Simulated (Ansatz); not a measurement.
# Hg: how the settings move a single-point run

Question: which choices in the input matter for Hg?

Program: Ansatz 0.2.0. Level of theory: reference: DFT, PBE, plane waves, PAW. These are calculated values, not measurements.

2 further runs of the same task are left out: 2 that didn't finish.

**1. The structure to begin with**

It takes space group Fmmm (No. 69, orthorhombic). Conventional cell: a = 3.877 Å, b = 4.670 Å, c = 5.487 Å, α = 90.00°, β = 90.00°, γ = 90.00°. Around Hg (site symmetry mmm) lie 8 Hg at 3.03 to 3.36 Å.

Structure file:

```
CELL_PARAMETERS angstrom
2.99292 0.00000 0.50309
0.00000 5.48733 0.00000
-1.04501 0.00000 2.84928
ATOMIC_POSITIONS crystal
Hg 0.74990 0.25000 0.75033
Hg 0.25010 0.75000 0.24967
```

**2. The reference run**

File input.yaml:

```yaml
crystal:
  lattice:
    - [2.9929193543, 0.0, 0.5030855633]
    - [0.0, 5.4873307328, 0.0]
    - [-1.0450055993, 0.0, 2.8492810843]
  atoms:
    - { symbol: Hg, position: [0.7498951508, 0.25, 0.7503337863] }
    - { symbol: Hg, position: [0.2501048492, 0.75, 0.2496662137] }
kpoints:
  mp_grid: { grid: [6, 4, 6] }
hamiltonian:
  xc: pbe
scf:
  occupations: { method: fermi_dirac, width: 0.02 }
  n_extra_bands: 4
output:
  forces: true
  stress: true
  eigenvalues: true
```

The run is started by

```bash
$ ansatz run input.yaml --threads 4 --pin off --max-ram 4608MiB --backend cpu --events-out ev --progress --plain --runs-dir out
```

**3. Variant: xc mr2scan**

Changes to input.yaml since step 2:

```diff
@@ -11,3 +11,3 @@
 hamiltonian:
-  xc: pbe
+  xc: mr2scan
 scf:
```

**4. Changed: occupations.method methfessel_paxton, occupations.width 0.2**

Changes to input.yaml since step 2:

```diff
@@ -13,3 +13,3 @@
 scf:
-  occupations: { method: fermi_dirac, width: 0.02 }
+  occupations: { method: methfessel_paxton, width: 0.2 }
   n_extra_bands: 4
```

**5. Changed: mp_grid.shift [0.5, 0.5, 0.5]**

Changes to input.yaml since step 2:

```diff
@@ -9,3 +9,3 @@
 kpoints:
-  mp_grid: { grid: [6, 4, 6] }
+  mp_grid: { grid: [6, 4, 6], shift: [0.5, 0.5, 0.5] }
 hamiltonian:
```

**6. Changing settings: occupations.width 0.5**

Changes to input.yaml since step 2:

```diff
@@ -13,3 +13,3 @@
 scf:
-  occupations: { method: fermi_dirac, width: 0.02 }
+  occupations: { method: fermi_dirac, width: 0.5 }
   n_extra_bands: 4
```

**7. Changed: ecutwfc 900**

Changes to input.yaml since step 2:

```diff
@@ -19 +19,3 @@
   eigenvalues: true
+basis:
+  ecutwfc: 900
```

Before running it: what results should come out? Wanted: for each run, ending; energy change; pressure; gap; force.

**Answer**, as computed:

| run | ending | energy change | pressure (GPa) | gap (eV) | force (eV/Å) | cycles | time |
| --- | --- | --- | --- | --- | --- | --- | --- |
| reference | converged | 0 | 2.5 | 0.00 | 0.00 | 6 | 0.95 s |
| 1: xc mr2scan | converged | not comparable | 1.7 | 0.00 | 0.00 | 6 | 2.8 s |
| 2: occupations.method methfessel_paxton, occupations.width 0.2 | converged | -1.0 meV/atom (σ→0) | 2.8 | 0.00 | 0.00 | 5 | 0.9 s |
| 3: mp_grid.shift [0.5, 0.5, 0.5] | converged | +41.7 meV/atom | 3.4 | 0.00 | 0.00 | 6 | 0.69 s |
| 4: occupations.width 0.5 | converged | -0.9 meV/atom (σ→0) | 2.9 | 0.00 | 0.00 | 6 | 1.2 s |
| 5: ecutwfc 900 | converged | -2.2 meV/atom | 2.5 | 0.00 | 0.00 | 6 | 2.6 s |

Residual by cycle in the longest SCF loop of each run; runs are numbered as in the table. The quantity is the density residual dr2, in eV.

| cycle | reference | run 1 | run 2 | run 3 | run 4 | run 5 |
| --- | --- | --- | --- | --- | --- | --- |
| 1 | 1.8e-4 | 0.042 | 1.7e-4 | 7.0e-4 | 2.2e-4 | 2.1e-4 |
| 2 | 4.0e-5 | 0.0117 | 8.8e-5 | 1.3e-4 | 9.6e-5 | 5.0e-5 |
| 3 | 9.6e-6 | 4.9e-4 | 7.8e-6 | 1.1e-5 | 5.0e-6 | 1.3e-5 |
| 4 | 8.5e-8 | 2.4e-5 | 1.6e-6 | 2.2e-7 | 9.5e-7 | 1.2e-7 |
| 5 | 5.0e-9 | 1.9e-6 | 5.5e-8 | 9.3e-9 | 7.3e-8 | 3.8e-9 |
| 6 | 3.9e-10 | 7.7e-8 | - | 8.6e-11 | 9.9e-9 | 2.8e-10 |

What this shows: Of the variants the dearest is «xc mr2scan» (2.8 s), the cheapest «mp_grid.shift [0.5, 0.5, 0.5]» (0.69 s), on a shared host.
